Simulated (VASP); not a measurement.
# Hf (P6_3/mmc) in VASP: notebook

Aim: see how the results for Hf move with the level of theory and the settings. Levels: PBE+D3(BJ), PBE, PBEsol. Tasks: relaxation of cell and atoms.

Program: VASP 6.6.1. These are calculated values, not measurements. Logs are shortened: lines on timing, memory, paths and dates and some standing lists are left out, and cuts for length are marked.

### 1 The crystal as given

Symmetry: P6_3/mmc, No. 194, hexagonal system. Conventional cell: a = 3.168 Å, b = 3.168 Å, c = 5.008 Å, α = 90.00°, β = 90.00°, γ = 120.00°. Hf (site symmetry -6m2) is surrounded by 12 Hf at 3.10 to 3.17 Å.

### 2 Relaxation of cell and atoms, PBE+D3(BJ)

Contents of INCAR:

```
SYSTEM = Hf
PREC = Accurate ; ENCUT = 600
EDIFF = 1E-7 ; ISMEAR = 1
SIGMA = 0.1 ; LREAL = .False.
LASPH = .True. ; NELM = 80
ALGO = Normal ; ISIF = 3
LWAVE = .False. ; LCHARG = .False.
GGA = PE ; IVDW = 12
IBRION = 2 ; NSW = 90
EDIFFG = -0.005
```

Contents of KPOINTS:

```
Automatic mesh
0
Gamma
  18 18 9
  0 0 0
```

Contents of POSCAR:

```
Hf                                      
1.0
    3.1681153052     -0.0000000000      0.0000000000
   -1.5840576526      2.7436683364     -0.0000000000
    0.0000000000      0.0000000000      5.0080392385
  Hf            
     2
Direct
     0.3333333332999970    0.6666666667000030    0.2500000000000000
     0.6666666667000030    0.3333333332999970    0.7500000000000000
```

Potentials or basis: VASP PAW PBE potentials, release 64 (Hf_pv).

Command:

```bash
cat potpaw_PBE.64/Hf_pv/POTCAR > POTCAR
mpirun -np 1 vasp_std > vasp.out
```

OUTCAR:

```text
SYSTEM = Hf
   PREC = Accurate
   ENCUT = 600
   EDIFF = 1E-7
   ISMEAR = 1
   LREAL = .False.
   LASPH = .True.
   NELM = 80
   ISIF = 3
   GGA = PE
   IVDW = 12
   IBRION = 2
   NSW = 90
   EDIFFG = -0.005
 IVDW          = 12

 ion  position               nearest neighbor table
   1  0.333  0.667  0.250-   2 3.10   2 3.10   2 3.10   2 3.10   2 3.10   2 3.10
   2  0.667  0.333  0.750-   1 3.10   1 3.10   1 3.10   1 3.10   1 3.10   1 3.10

  LATTYP: Found a hexagonal cell.
 ALAT       =     3.1681153052
 C/A-ratio  =     1.5807629319

  Lattice vectors:

 A1 = (   3.1681153052,   0.0000000000,   0.0000000000)
 A2 = (  -1.5840576526,   2.7436683364,   0.0000000000)
 A3 = (   0.0000000000,   0.0000000000,   5.0080392385)

Analysis of symmetry for initial positions (statically):
=====================================================================
 Subroutine PRICEL returns:
 Original cell was already a primitive cell.

 Routine SETGRP: Setting up the symmetry group for a
 hexagonal supercell.

 Subroutine GETGRP returns: Found 24 space group operations
 (whereof 12 operations were pure point group operations)
 out of a pool of 24 trial point group operations.

The static configuration has the point symmetry D_3d.
 The point group associated with its full space group is D_6h.

Analysis of symmetry for dynamics (positions and initial velocities):
=====================================================================
 Subroutine PRICEL returns:
 Original cell was already a primitive cell.

 Routine SETGRP: Setting up the symmetry group for a
 hexagonal supercell.

 Subroutine GETGRP returns: Found 24 space group operations
 (whereof 12 operations were pure point group operations)
 out of a pool of 24 trial point group operations.

The dynamic configuration has the point symmetry D_3d.
 The point group associated with its full space group is D_6h.

 Subroutine INISYM returns: Found 24 space group operations
 (whereof 12 operations are pure point group operations),
 and found     1 'primitive' translations

----------------------------------------------------------------------------------------

                                     Primitive cell

  volume of cell :      43.5312

  direct lattice vectors                    reciprocal lattice vectors
     3.168115305  0.000000000  0.000000000     0.315645077  0.182237770  0.000000000
    -1.584057653  2.743668336  0.000000000     0.000000000  0.364475541  0.000000000
     0.000000000  0.000000000  5.008039239     0.000000000  0.000000000  0.199678947

  length of vectors
     3.168115305  3.168115305  5.008039239     0.364475541  0.364475541  0.199678947

  position of ions in fractional coordinates (direct lattice)
     0.333333333  0.666666667  0.250000000
     0.666666667  0.333333333  0.750000000

  ion indices of the primitive-cell ions
   primitive index   ion index
                 1           1
                 2           2

----------------------------------------------------------------------------------------

 KPOINTS: Automatic mesh

Automatic generation of k-mesh.
 Grid dimensions read from file:
 generate k-points for:   18   18    9

 Generating k-lattice:

  Cartesian coordinates                     Fractional coordinates (reciprocal lattice)
     0.017535838  0.010124321  0.000000000     0.055555556  0.000000000  0.000000000
     0.000000000  0.020248641  0.000000000     0.000000000  0.055555556  0.000000000
     0.000000000  0.000000000  0.022186550     0.000000000  0.000000000  0.111111111

  Length of vectors
     0.020248641  0.020248641  0.022186550

  Shift w.r.t. Gamma in fractional coordinates (k-lattice)
     0.000000000  0.000000000  0.000000000

[... 66 lines left out ...]
   EFERMI_NEDOS =   21; number of points for ismear=-14 and -15
   IALGO  =     38    algorithm
   IMIX   =      4    mixing-type and parameters
     AMIX     =   0.40;   BMIX     =  1.00
     AMIX_MAG =   1.60;   BMIX_MAG =  1.00
  volume/ion in A,a.u.               =      21.77       146.88
  Fermi-wavevector in a.u.,A,eV,Ry     =   1.263237  2.387171 21.711727  1.595767
  Thomas-Fermi vector in A             =   2.396604
   LORBIT       =      0    0 simple, 1 ext, 2 COOP (PROOUT), +10 PAW based schemes
   GGA     = PE    functional components
   LHFCALC =     F    Hartree Fock is set to
   AEXX    =    0.0000 exact exchange contribution
   IVDW    =    12    specifies the selected vdW correction
   LEPSILON=     F    determine dielectric tensor
   LRPA    =     F    only Hartree local field effects (RPA)
 conjugate gradient relaxation of ions
 non-spin polarized calculation
 Methfessel and Paxton  Order N= 1 SIGMA  =   0.10
  energy-cutoff  :      600.00
  volume of cell :       43.53
 maximum number of plane-waves:      1469
 NGX is ok and might be reduce to    28
   NGX = 13   NGY = 13   NGZ = 21

--------------------------------------- Ionic step        1  -------------------------------------------

 number of electron      19.9999999 magnetization

 Free energy of the ion-electron system (eV)
  ---------------------------------------------------
  ext. energy  EPLUGINS =         0.00000000
  ---------------------------------------------------
  free energy    TOTEN  =       -19.83675685 eV

  energy without entropy =      -19.83730206  energy(sigma->0) =      -19.83693859

------------------------ aborting loop because EDIFF is reached ----------------------------------------

 Edisp (eV)   -0.92666

 E8    (eV) :    -0.4973

  FORCE on cell =-STRESS in cart. coord.  units (eV):
  Direction    XX          YY          ZZ          XY          YZ          ZX
  --------------------------------------------------------------------------------------
  -------------------------------------------------------------------------------------
  Total       0.00156     0.00156    -0.01532     0.00000     0.00000    -0.00000
  in kB       0.05750     0.05750    -0.56397     0.00000     0.00000    -0.00000
  external pressure =       -0.15 kB  Pullay stress =        0.00 kB

 VOLUME and BASIS-vectors are now :
 -----------------------------------------------------------------------------
  energy-cutoff  :      600.00
  volume of cell :       43.53
      direct lattice vectors                 reciprocal lattice vectors
     3.168115305  0.000000000  0.000000000     0.315645077  0.182237770  0.000000000
    -1.584057653  2.743668336  0.000000000     0.000000000  0.364475541  0.000000000
     0.000000000  0.000000000  5.008039239     0.000000000  0.000000000  0.199678947

 POSITION                                       TOTAL-FORCE (eV/Angst)
 -----------------------------------------------------------------------------------
     -0.00000      1.82911      1.25201         0.000000      0.000000      0.000000
      1.58406      0.91456      3.75603        -0.000000      0.000000      0.000000
 -----------------------------------------------------------------------------------
    total drift:                                0.000000     -0.000000      0.000000

  FREE ENERGIE OF THE ION-ELECTRON SYSTEM (eV)
  ---------------------------------------------------
  free  energy   TOTEN  =       -20.7634177261 eV

  energy  without entropy=      -20.7639629395  energy(sigma->0) =      -20.76359946

--------------------------------------- Ionic step        2  -------------------------------------------

 number of electron      19.9999999 magnetization

 Free energy of the ion-electron system (eV)
  ---------------------------------------------------
  ext. energy  EPLUGINS =         0.00000000
  ---------------------------------------------------
  free energy    TOTEN  =       -19.83647539 eV

  energy without entropy =      -19.83702824  energy(sigma->0) =      -19.83665967

 E-fermi :   5.1171     XC(G=0): -11.4102

 val. band max:        5.0943629496   @ k =   0.0000   0.0000   0.3333
 cond. band min:       5.1314026250   @ k =   0.2778   0.2222   0.4444
 fundamental gap:      0.0370396754
 Fermi energy:         5.1171196949

 k-point     1 :       0.0000    0.0000    0.0000
  band No.  band energies     occupation
      1     -25.9466      2.00000
      2     -25.1310      2.00000
      3     -25.1310      2.00000
      4     -24.9931      2.00000
      5     -24.9907      2.00000
      6     -24.9907      2.00000
      7      -2.3624      2.00000
      8       1.3206      2.00000
      9       5.8654     -0.00000
     10       6.2972     -0.00000
     11       6.2972     -0.00000
     12       6.6016     -0.00000
     13       7.1538      0.00000
     14       7.1538      0.00000
[... 377 lines left out ...]
      1     -25.7165      2.00000
      2     -25.5614      2.00000
      3     -25.5457      2.00000
      4     -25.3537      2.00000
      5     -25.2344      2.00000
      6     -25.1327      2.00000
      7       1.7928      2.00000
      8       2.6449      2.00000
      9       2.8887      2.00000
     10       4.1856      2.00000
     11       5.7026     -0.00000
     12       6.0445     -0.00000
     13       6.7825     -0.00000
     14      10.3550      0.00000

 [... further k-points ...]

------------------------ aborting loop because EDIFF is reached ----------------------------------------

 Edisp (eV)   -0.92694

 E8    (eV) :    -0.4974

  FORCE on cell =-STRESS in cart. coord.  units (eV):
  Direction    XX          YY          ZZ          XY          YZ          ZX
  --------------------------------------------------------------------------------------
  -------------------------------------------------------------------------------------
  Total       0.00585     0.00585     0.00447     0.00000     0.00000    -0.00000
  in kB       0.21540     0.21540     0.16462     0.00000     0.00000    -0.00000
  external pressure =        0.20 kB  Pullay stress =        0.00 kB

 VOLUME and BASIS-vectors are now :
 -----------------------------------------------------------------------------
  energy-cutoff  :      600.00
  volume of cell :       43.52
      direct lattice vectors                 reciprocal lattice vectors
     3.168234698  0.000000000 -0.000000000     0.315633182  0.182230903  0.000000000
    -1.584117349  2.743771734  0.000000000    -0.000000000  0.364461806  0.000000000
     0.000000000  0.000000000  5.006188207     0.000000000 -0.000000000  0.199752778

 POSITION                                       TOTAL-FORCE (eV/Angst)
 -----------------------------------------------------------------------------------
     -0.00000      1.82918      1.25155         0.000000     -0.000000      0.000000
      1.58412      0.91459      3.75464        -0.000000      0.000000      0.000000
 -----------------------------------------------------------------------------------
    total drift:                                0.000000     -0.000000      0.000000

  FREE ENERGIE OF THE ION-ELECTRON SYSTEM (eV)
  ---------------------------------------------------
  free  energy   TOTEN  =       -20.7634203101 eV

  energy  without entropy=      -20.7639731660  energy(sigma->0) =      -20.76360460

 reached required accuracy - stopping structural energy minimisation
```

It took 89 s on 1 thread of Intel Xeon 6975P-C (Granite Rapids), shared host; peak memory 0.27 GiB.

Results:

```yaml
Free_energy: -20.7634 eV
Relaxed_volume: 21.76 Å³/atom
Relaxed_cell: a = 3.168 Å, b = 3.168 Å, c = 5.006 Å, α = 90.00°, β = 90.00°, γ = 120.00°
Space_group_after_relaxing_to_0.05_Å: P6_3/mmc (No. 194)
Energy_gained_by_relaxing: 0.0 meV/atom
Ionic_steps: 2
Pressure_after_relaxing: 0.0 GPa
Band_gap_on_the_k_mesh: none (metal or under the smearing width)
Dispersion_energy_per_atom: -0.463 eV
```

Final structure:
```
Hf
1.0
     3.16823    0.00000    0.00000
    -1.58412    2.74377    0.00000
     0.00000    0.00000    5.00619
Hf
2
Direct
  0.33333 0.66667 0.25000
  0.66667 0.33333 0.75000
```

Caveat: pairwise dispersion overbinds metals, which lowers pressure and volume.

### 3 Relaxation of cell and atoms, PBE

This run uses another cell than the first one, of 22.38 Å³/atom, 1.028 times its volume.

Contents of INCAR:

```
SYSTEM = Hf
PREC = Accurate
ENCUT = 600
EDIFF = 1E-6
ISMEAR = 1
SIGMA = 0.1
LREAL = .False.
LASPH = .True.
NELM = 80
ALGO = Normal
ISIF = 3
LWAVE = .False.
LCHARG = .False.
GGA = PE
IBRION = 2
NSW = 90
EDIFFG = -0.01
```

KPOINTS is that of step 2.

Contents of POSCAR:

```
Hf
1.0
    3.1967000000      0.0000000000      0.0000000000
   -1.5983500000      2.7684234083      0.0000000000
    0.0000000000      0.0000000000      5.0578000000
Hf
2
Direct
    0.3333333333      0.6666666667      0.2500000000
    0.6666666667      0.3333333333      0.7500000000
```

Potentials or basis: VASP PAW PBE potentials, release 64 (Hf_pv).

Command:

```bash
cat potpaw_PBE.64/Hf_pv/POTCAR > POTCAR
mpirun -np 1 vasp_std > vasp.out
```

Wall time 1.7 min (1 thread of Intel Xeon 6975P-C (Granite Rapids), shared host); peak memory 0.28 GiB.

It converged, with:

```
Free energy                            : -19.8515 eV
Relaxed volume                         : 22.45 Å³/atom
Relaxed cell                           : a = 3.202 Å, b = 3.202 Å, c = 5.055 Å, α = 90.00°, β = 90.00°, γ = 120.00°
Space group after relaxing (to 0.05 Å) : P6_3/mmc (No. 194)
Energy gained by relaxing              : 0.1 meV/atom
Ionic steps                            : 4
Pressure after relaxing                : 0.0 GPa
Band gap on the k mesh                 : none (metal or under the smearing width)
```

The path:
| step | energy change (eV) | largest force (eV/Å) | pressure (GPa) | volume (Å³) |
| --- | --- | --- | --- | --- |
| 1 | 0.0000 | 0.0000 | 0.31 | 44.76 |
| 2 | 0.0000 | 0.0000 | -0.36 | 45.04 |
| 3 | -0.0002 | 0.0000 | -0.04 | 44.90 |
| 4 | -0.0002 | 0.0000 | 0.00 | 44.89 |

Final structure:
```
CELL_PARAMETERS angstrom
3.20214 0.00000 0.00000
-1.60107 2.77314 0.00000
0.00000 0.00000 5.05526
ATOMIC_POSITIONS crystal
Hf 0.33333 0.66667 0.25000
Hf 0.66667 0.33333 0.75000
```

Levels at points of the mesh, in eV from the Fermi level:
```
           k point  band 8  band 9  band 10  band 11  band 12  band 13
(0.00, 0.00, 0.00)   -3.70    0.64     1.17     1.17     1.47     2.00
(0.50, 0.00, 0.00)   -2.74   -2.22    -0.82     0.77     0.87     1.68
```

The run has no spin-orbit coupling, so splittings on Hf are missing.

### 4 Relaxation of cell and atoms, PBE

This run uses another cell than the first one, of 22.45 Å³/atom, 1.031 times its volume.

Edit INCAR of step 3 so:

```diff
@@ -3,3 +3,3 @@
 ENCUT = 600
-EDIFF = 1E-6
+EDIFF = 1E-7
 ISMEAR = 1
@@ -16,2 +16,2 @@
 NSW = 90
-EDIFFG = -0.01
+EDIFFG = -0.005
```

KPOINTS is that of step 3.

Contents of POSCAR:

```
Hf                                      
1.0
    3.2021426501      0.0000000000     -0.0000000000
   -1.6010713250      2.7731368815     -0.0000000000
    0.0000000000      0.0000000000      5.0552628208
  Hf            
     2
Direct
     0.3333333332999970    0.6666666667000030    0.2500000000000000
     0.6666666667000030    0.3333333332999970    0.7500000000000000
```

Command:

```bash
cat potpaw_PBE.64/Hf_pv/POTCAR > POTCAR
mpirun -np 1 vasp_std > vasp.out
```

Run time: 49 s. Hardware: 1 thread of Intel Xeon 6975P-C (Granite Rapids), shared host; peak memory 0.27 GiB.

Results (log left out):

```yaml
Free_energy: -19.8516 eV
Pressure_after_relaxing: 0.0 GPa
Band_gap_on_the_k_mesh: none (metal or under the smearing width)
```

Final structure:
```
CELL_PARAMETERS angstrom
3.20214 0.00000 0.00000
-1.60107 2.77314 0.00000
0.00000 0.00000 5.05526
ATOMIC_POSITIONS crystal
Hf 0.33333 0.66667 0.25000
Hf 0.66667 0.33333 0.75000
```

Levels at points of the mesh, in eV from the Fermi level:
```tsv
k point	band 6	band 7	band 8	band 9	band 10	band 11	band 12	band 13	band 14
(0.00, 0.00, 0.00)	-30.22	-7.37	-3.70	0.64	1.17	1.17	1.47	2.00	2.00
(0.50, 0.00, 0.00)	-30.31	-3.35	-2.74	-2.22	-0.82	0.77	0.87	1.68	5.85
```

Caveat: the relaxation stopped at its first step, so nothing moved.

[end of part 1 of 2]
